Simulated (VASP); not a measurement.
# AlN: transport in the constant relaxation-time approximation, 7 variants

AlN, P6_3mc (no. 186), 4 atoms in the cell.

| Functional | Variation | Electron mobility at 300 K (cm^2/(V s)) | Hole mobility at 300 K (cm^2/(V s)) | Electron density for that mobility (10^18 cm^-3) | Hole density for that mobility (10^18 cm^-3) | Seebeck coefficient under electron doping at 300 K (uV/K) | Time (s) |
|---|---|---|---|---|---|---|---|
| PBE | as recommended | 87 | 5 | 1.00 | 1.00 | -312 | 119 |
| PBEsol | as recommended | 88 | 5 | 1.00 | 1.00 | -311 | 94 |
| LDA | as recommended | 84 | 5 | 1.00 | 1.00 | -316 | 96 |
| r2SCAN | as recommended | 86 | 5 | 1.00 | 1.00 | -314 | 224 |
| PBE | range of temperatures, another relaxation time | 868 | 52 | 1.00 | 1.00 | -312 | 109 |
| PBE | linear energy grid | 87 | 5 | 1.00 | 1.00 | -310 | 88 |
| PBE | carriers typed another way | 65 | 5 | 23.92 | 23.92 | -91 | 100 |

Limits: Conductivity, mobility and heat conductivity scale with the typed relaxation time, here the same at all temperatures, so the change of scattering with temperature is missing; the values aren't converged in the dense mesh: a finer one can change them by tens of percent; row 6: on the linear energy grid this version miscounts the few carriers of a semiconductor, so its mobilities here are the conductivity over the typed density.

## Input of the first row

INCAR:
```
SYSTEM = AlN
ALGO = Normal ; EDIFF = 1E-8
EFERMI = MIDGAP ; ELPH_FERMI_NEDOS = 2001
ELPH_ISMEAR = -24 ; ELPH_MODE = TRANSPORT
ELPH_SCATTERING_APPROX = CRTA ; ELPH_SELFEN_CARRIER_DEN = -1e19 -1e18 -1e16 1e16 1e18 1e19
ELPH_SELFEN_TEMPS = 200 300 400 600 800 ; ENCUT = 520
GGA = PE ; ISMEAR = 0
KPAR = 4 ; LASPH = .True.
LCHARG = .False. ; LREAL = .False.
LWAVE = .False. ; NELM = 100
PREC = Accurate ; SIGMA = 0.01
TRANSPORT_NEDOS = 2001 ; TRANSPORT_RELAXATION_TIME = 1E-14
```

KPOINTS:
```
k-points
0
Gamma
  7 7 4
```

KPOINTS_ELPH:
```
Automatic mesh
0
Gamma
  30 30 16
  0 0 0
```

POSCAR:
```
AlN
1.0
    3.1130000000      0.0000000000      0.0000000000
   -1.5565000000      2.6959370820      0.0000000000
    0.0000000000      0.0000000000      4.9810000000
Al N
2 2
Direct
    0.6666666667      0.3333333333      0.5000000000
    0.3333333333      0.6666666667      0.0000000000
    0.6666666667      0.3333333333      0.8800000000
    0.3333333333      0.6666666667      0.3800000000
```

Commands:
```
cat potpaw_PBE.64/Al/POTCAR potpaw_PBE.64/N/POTCAR > POTCAR
mpirun -np 4 vasp_std > vasp.out
```

Changes of the last row against the first:
```
- ELPH_SELFEN_CARRIER_DEN = -1e19 -1e18 -1e16 1e16 1e18 1e19
+ ELPH_SELFEN_CARRIER_PER_CELL = -0.05 -0.01 -0.001 0.001 0.01 0.05
```

VASP 6.6.1 took 119 s on 4 cores (Intel Xeon Platinum 8259CL @ 2.50GHz (Skylake/Cascade Lake)), a shared host.
